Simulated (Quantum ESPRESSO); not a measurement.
Nb: phonons at N under several settings

```
CELL_PARAMETERS angstrom
-1.66395 1.66395 1.66395
1.66395 -1.66395 1.66395
1.66395 1.66395 -1.66395
ATOMIC_POSITIONS crystal
Nb 0.00000 0.00000 0.00000
```

All runs used Quantum ESPRESSO 7.5; k mesh 11 × 11 × 11; relaxed cell; no spin polarisation; cutoff 612 eV; occupations cold, width 0.2 eV.

| level | potentials | volume (Å³/atom) | frequencies (cm⁻¹) |
| --- | --- | --- | --- |
| LDA | GBRV 1.5 LDA | 17.14 | 126 131 152 |
| PBE | GBRV 1.5 PBE | 18.15 | 103 112 142 |
| PBEsol | GBRV 1.5 PBEsol | 17.53 | 118 133 138 |
| PW91 | GBRV 1.5 PBE | ? | ? |
| AM05 | GBRV 1.5 PBE | 17.52 | 119 133 141 |
| RPBE | GBRV 1.5 PBE | 18.45 | 84 111 145 |
| vdW-DF-cx | GBRV 1.5 PBE | 17.60 | 119 137 139 |

Task: What stands in the row left open?

Result: Volume 18.14 Å³/atom; frequencies 106 111 135 cm⁻¹.

Caveats: the q point doesn't lie on the k mesh, which can shift a metal's frequencies strongly unless the mesh is converged; the potentials were made for another functional, which shifts forces and pressure (some runs).

For the row left open. Caveat: the potentials were made for another functional, which shifts forces and pressure; the q point doesn't lie on the k mesh, which can shift a metal's frequencies strongly unless the mesh is converged.
